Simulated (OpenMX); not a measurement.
The system is Sn.

```
CELL_PARAMETERS angstrom
-1.87793 1.89840 1.91025
1.89462 -1.86981 1.89834
1.88740 1.87928 -1.88166
ATOMIC_POSITIONS crystal
Sn 0.00960 0.00631 0.99674
```

The cell isn't the ideal one: cell strained at random at fixed volume.

Base run:

| Property | Result |
| --- | --- |
| Program | OpenMX 3.8.5 |
| Functional | PBE |
| Potentials or basis | OpenMX 2013 PBE set, Sn7.0-s3p2d2f1, grid cutoff 500 Ry |
| k mesh | 11 × 11 × 11 |
| Occupations | fermi-dirac, width 0.05 eV |
| Spin | no spin polarisation |

Its results: band gap on the k mesh none (metal or under the smearing width); pressure -22.6 GPa.

Question: After a change of settings the same cell gave: band gap on the k mesh none (metal or under the smearing width); pressure -7.0 GPa. Which change was it?
A. potentials or basis from OpenMX 2013 PBE set, Sn7.0-s3p2d2f1, grid cutoff 500 Ry to OpenMX 2013 PBE set, Sn7.0-s3p2d2, grid cutoff 500 Ry; k mesh from 11 × 11 × 11 to 5 × 5 × 5
B. potentials or basis from OpenMX 2013 PBE set, Sn7.0-s3p2d2f1, grid cutoff 500 Ry to OpenMX 2013 PBE set, Sn7.0-s3p2d2, grid cutoff 500 Ry
C. potentials or basis from OpenMX 2013 PBE set, Sn7.0-s3p2d2f1, grid cutoff 500 Ry to OpenMX 2013 PBE set, Sn7.0-s3p2d1, grid cutoff 500 Ry

Answer: B.

Caveats: the basis of atomic orbitals isn't converged, which shifts pressures, moduli and gaps.
